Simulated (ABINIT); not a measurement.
# WC (Qusongite) (P-6m2) in ABINIT: reference runs, part 2 of 2

ABINIT 10.8.3 (patched build). The steps go on from the part before.

## (3) Single point, PBEsol (atoms moved at random, drawn with an rms of 0.05 Å)

Input file run.abi:

```
# Pseudopotentials
pp_dirpath "./"
pseudos "W.upf, C.upf"

# Structure
acell 3*1.0
rprim
     5.4924889812     0.0000000000     0.0000000000
    -2.7462444906     4.7566349877     0.0000000000
     0.0000000000     0.0000000000     5.3603971251
ntypat 2
znucl 74 6
natom 2
typat 1 2
xred
     0.0059450000     0.0066780000     0.0194740000
     0.6820890000     0.3248480000     0.5199400000
chkprim 0
chksymtnons 0
tolsym 1.0e-6

# Plane-wave basis
ecut 1115.666836 eV

# k points
kptopt 1
ngkpt 10 10 9
nshiftk 1
shiftk 0.0 0.0 0.0

# Exchange and correlation
ixc -116133

# Bands and occupations
nband 13
occopt 3
tsmear 0.05 eV

# SCF cycle
nstep 100
tolvrs 1.0e-10

# Output
iomode 3
prtwf 0
prtden 0
prteig 0
prtebands 0
```

Potentials or basis: PseudoDojo NC SR PBEsol v0.4.1 standard.

Started as:

```sh
> abinit run.abi > log 2>&1
```

run.abo:

```text
.Version 10.8.3 of ABINIT
 Symmetries : space group P1 (#  1); Bravais aP (primitive triclinic)
================================================================================
 Values of the parameters that define the memory need of the present run
     intxc =       0    ionmov =       0      iscf =       7    lmnmax =       8
     lnmax =       8     mgfft =      32  mpssoang =       4    mqgrid =    3001
     natom =       2  nloc_mem =       1    nspden =       1   nspinor =       1
    nsppol =       1      nsym =       1    n1xccc =    2501    ntypat =       2
    occopt =       3   xclevel =       2
       mpw =        1776          nfft =       32768          nkpt =         452
================================================================================
================================================================================

--------------------------------------------------------------------------------
------------- Echo of variables that govern the present computation ------------
--------------------------------------------------------------------------------
 -outvars: echo values of preprocessed input variables --------
            acell      1.0000000000E+00  1.0000000000E+00  1.0000000000E+00 Bohr
              amu      1.83850000E+02  1.20110000E+01
          chkprim           0
      chksymtnons           0
             ecut      4.10000000E+01 Hartree
                       outvar_i_n : Printing only first  50 k-points.
              ixc     -116133
                       outvar_i_n : Printing only first  50 k-points.
         kptrlatt       10    0    0      0   10    0      0    0    9
          kptrlen      4.82435741E+01
            natom           2
            nband          13
            ngfft          32      32      32
             nkpt         452
            nstep         100
             nsym           1
           ntypat           2
                       prtocc : prtvol=0, do not print more k-points.
           occopt           3
           prtden           0
        prtebands           0
           prteig           0
            prtwf           0
            rprim      5.4924889812E+00  0.0000000000E+00  0.0000000000E+00
                      -2.7462444906E+00  4.7566349877E+00  0.0000000000E+00
                       0.0000000000E+00  0.0000000000E+00  5.3603971251E+00
          spgroup           1
           tolsym      1.00000000E-06
           tolvrs      1.00000000E-10
           tsmear      1.83746611E-03 Hartree
            typat      1  2
                       outvars : Printing only first  50 k-points.
           xangst      7.5743389948E-03  1.6809212728E-02  5.5239948362E-02
                       1.5104063215E+00  8.1767582154E-01  1.4748618030E+00
            xcart      1.4313426285E-02  3.1764808448E-02  1.0438837361E-01
                       2.8542542864E+00  1.5451833625E+00  2.7870848812E+00
             xred      5.9450000000E-03  6.6780000000E-03  1.9474000000E-02
                       6.8208900000E-01  3.2484800000E-01  5.1994000000E-01
            znucl       74.00000    6.00000

================================================================================

 chkinp: Checking input parameters for consistency.

================================================================================
== DATASET  1 ==================================================================

--- !DatasetInfo
iteration_state: {dtset: 1, }
dimensions: {natom: 2, nkpt: 452, mband: 13, nsppol: 1, nspinor: 1, nspden: 1, mpw: 1776, }
cutoff_energies: {ecut:  41.0, pawecutdg:  -1.0, }
electrons: {nelect:   1.80000000E+01, charge:   0.00000000E+00, occopt:   3.00000000E+00, tsmear:   1.83746611E-03, }
meta: {optdriver: 0, ionmov: 0, optcell: 0, iscf: 7, paral_kgb: 0, }
...

 Real(R)+Recip(G) space primitive vectors, cartesian coordinates (Bohr,Bohr^-1):
 R(1)=  5.4924890  0.0000000  0.0000000  G(1)=  0.1820668  0.1051163  0.0000000
 R(2)= -2.7462445  4.7566350  0.0000000  G(2)=  0.0000000  0.2102327  0.0000000
 R(3)=  0.0000000  0.0000000  5.3603971  G(3)=  0.0000000  0.0000000  0.1865533
 Unit cell volume ucvol=  1.4004448E+02 bohr^3
 Angles (23,13,12)=  9.00000000E+01  9.00000000E+01  1.20000000E+02 degrees

[... 53 lines left out ...]
convergence: {deltae: -1.705E-13, res2:  2.983E-13, residm:  5.199E-04, diffor: null, }
etotal    :  -8.18530153E+01
entropy   :   0.00000000E+00
fermie    :   6.36912033E-01
cartesian_stress_tensor: # hartree/bohr^3
- [  2.49177856E-05,   6.99807647E-05,  -9.96979536E-07, ]
- [  6.99807647E-05,   1.30886836E-04,   7.16888282E-07, ]
- [ -9.96979536E-07,   7.16888282E-07,   9.60931266E-05, ]
pressure_GPa:  -2.4704E+00
xred      :
- [  5.9450E-03,   6.6780E-03,   1.9474E-02,  W]
- [  6.8209E-01,   3.2485E-01,   5.1994E-01,  C]
cartesian_forces: # hartree/bohr
- [  1.60068640E-02,  -1.19610192E-02,   3.67547295E-04, ]
- [ -1.60068640E-02,   1.19610192E-02,  -3.67547295E-04, ]
force_length_stats: {min:   1.99855140E-02, max:   1.99855140E-02, mean:   1.99855140E-02, }
...

 Integrated electronic density in atomic spheres:
 ------------------------------------------------
 Atom  Sphere_radius  Integrated_density
    1        2.00000         10.19161377
    2        2.00000          4.07175642
================================================================================

 ----iterations are completed or convergence reached----

 Mean square residual over all n,k,spin=   44.027E-08; max=  51.988E-05
 reduced coordinates (array xred) for    2 atoms
       0.005945000000      0.006678000000      0.019474000000
       0.682089000000      0.324848000000      0.519940000000
 rms dE/dt=  7.7254E-02; max dE/dt=  1.0085E-01; dE/dt below (all hartree)
    1      -0.087917524741      0.100852974460     -0.001970224408
    2       0.087917523965     -0.100852955094      0.001970174522

 cartesian coordinates (angstrom) at end:
    1      0.00757433899483     0.01680921272790     0.05523994836239
    2      1.51040632146850     0.81767582153848     1.47486180299573

 cartesian forces (hartree/bohr) at end:
    1      0.01600686403811    -0.01196101923895     0.00036754729531
    2     -0.01600686403811     0.01196101923895    -0.00036754729531
 frms,max,avg= 1.1538642E-02 1.6006864E-02   7.060E-11 -1.995E-09  4.653E-09 h/b

 cartesian forces (eV/Angstrom) at end:
    1      0.82310604321018    -0.61506033880810     0.01890004183303
    2     -0.82310604321018     0.61506033880810    -0.01890004183303
 frms,max,avg= 5.9334082E-01 8.2310604E-01   3.630E-09 -1.026E-07  2.393E-07 e/A
 length scales=  1.000000000000  1.000000000000  1.000000000000 bohr
              =  0.529177210544  0.529177210544  0.529177210544 angstroms
 Fermi (or HOMO) energy (hartree) =   0.63691   Average Vxc (hartree)=  -0.52657
 Eigenvalues (hartree) for nkpt= 452  k points:
 kpt#   1, nband= 13, wtk=  0.00111, kpt=  0.0000  0.0000  0.0000 (reduced coord)
  -2.08147   -0.75816   -0.75404   -0.75395    0.10564    0.47627    0.51088    0.51790
   0.63900    0.75302    0.75715    0.82504    0.85525
      occupation numbers for kpt#   1
   2.00000    2.00000    2.00000    2.00000    2.00000    2.00000    2.00000    2.00000
   0.48534    0.00000    0.00000    0.00000    0.00000
 prteigrs : prtvol=0 or 1, do not print more k-points.

--- !EnergyTerms
iteration_state     : {dtset: 1, }
comment             : Components of total free energy in Hartree
kinetic             :  2.43858367939172E+01
hartree             :  8.74133382016663E+00
xc                  : -1.86229547553953E+01
Ewald energy        : -6.60021568465667E+01
psp_core            :  2.03885031707358E+00
local_psp           : -4.48337981192973E+01
non_local_psp       :  1.24399418947981E+01
internal            : -8.18529468953037E+01
'-kT*entropy'       : -6.84393254091641E-05
total_energy        : -8.18530153346291E+01
total_energy_eV     : -2.22733401566880E+03
band_energy         : -4.31116603176033E+00
...

 Cartesian components of stress tensor (hartree/bohr^3)
  sigma(1 1)=  2.49177856E-05  sigma(3 2)=  7.16888282E-07
  sigma(2 2)=  1.30886836E-04  sigma(3 1)= -9.96979536E-07
  sigma(3 3)=  9.60931266E-05  sigma(2 1)=  6.99807647E-05

-Cartesian components of stress tensor (GPa)         [Pressure= -2.4704E+00 GPa]
- sigma(1 1)=  7.33106562E-01  sigma(3 2)=  2.10915814E-02
- sigma(2 2)=  3.85082368E+00  sigma(3 1)= -2.93321506E-02
- sigma(3 3)=  2.82715739E+00  sigma(2 1)=  2.05890518E+00

== END DATASET(S) ==============================================================
================================================================================

 -outvars: echo values of variables after computation  --------
            acell      1.0000000000E+00  1.0000000000E+00  1.0000000000E+00 Bohr
           etotal     -8.1853015335E+01
            fcart      1.6006864038E-02 -1.1961019239E-02  3.6754729531E-04
                      -1.6006864038E-02  1.1961019239E-02 -3.6754729531E-04
            rprim      5.4924889812E+00  0.0000000000E+00  0.0000000000E+00
                      -2.7462444906E+00  4.7566349877E+00  0.0000000000E+00
                       0.0000000000E+00  0.0000000000E+00  5.3603971251E+00
           strten      2.4917785571E-05  1.3088683641E-04  9.6093126553E-05
                       7.1688828210E-07 -9.9697953626E-07  6.9980764690E-05
           xangst      7.5743389948E-03  1.6809212728E-02  5.5239948362E-02
                       1.5104063215E+00  8.1767582154E-01  1.4748618030E+00
             xred      5.9450000000E-03  6.6780000000E-03  1.9474000000E-02
                       6.8208900000E-01  3.2484800000E-01  5.1994000000E-01
 Calculation completed.
```

It took 12 min on 1 thread of Intel Xeon at 2.50GHz (Skylake/Cascade Lake), shared host; peak memory 0.22 GiB.

What came out:

```yaml
Free_energy: -2227.3340 eV
Pressure: -2.5 GPa
Largest_force: 1.028 eV/Å
Band_gap_on_the_k_mesh: none (metal or under the smearing width)
Valence_electrons_inside_the_program's_atomic_spheres: W 10.19; C 4.07
```

Forces on the atoms (eV/Å):
```
W    0.823 -0.615  0.019
C   -0.823  0.615 -0.019
```
